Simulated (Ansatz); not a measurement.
Zone-centre phonons of MoP at 40 GPa: input and output

The calculation used DFT LDA, scalar-relativistic, plane waves, PAW in Ansatz 0.2.0.

Launched with:
```bash
ansatz run input.yaml --threads 1 --pin off --max-ram 3072MiB --backend cpu --events-out ev --progress --plain --runs-dir out
```

Input (bare energies are in eV):
```yaml
crystal:
  lattice:
    - [3.0327271517, 0.0, 0.0]
    - [-1.5163635759, 2.6264187561, 0.0]
    - [0.0, 0.0, 3.0824090381]
  atoms:
    - { symbol: Mo, position: [0.0, 0.0, 0.0] }
    - { symbol: P, position: [0.3333333333, 0.6666666667, 0.5] }
basis:
  ecutwfc: 420
kpoints:
  mp_grid: { grid: [18, 18, 14] }
hamiltonian:
  xc: lda
scf:
  occupations: { method: fermi_dirac, width: 0.15 }
output:
  eigenvalues: true
phonons:
  method: dfpt
  eigenvectors: true
```

Results section of the output:
```
--- Phonons (Γ-DFPT): 4 representative perturbations + reference, on 728 of 4536 k-points (Σ response iterations 12) ---
  k mesh reduced under 4 symmetry operations, with k and −k counted as one. Each operation leaves every solved displacement unchanged or reverses it
  ASR residual: 9.453e-4 → 0.000e0 eV/Å²; symmetrization residual: 2.390e-6 eV/Å²
  ASR residual per site (eV/Å²): 9.45e-4 2.34e-5
  Γ frequencies (cm⁻¹): 0.00 0.00 0.00 483.83 483.83 517.42
  non-analytic LO–TO correction: not included (Born effective charges unavailable; polar crystals: no LO–TO splitting at Γ)
```

The run took 96 s on 1 thread of Intel(R) Xeon(R) Processor @ 2.70GHz (shared host), peak memory 1 GiB.

In a metal, frequencies and elastic constants depend on the k mesh and the smearing, soft modes and shear constants most. Other phases may be more stable at this pressure.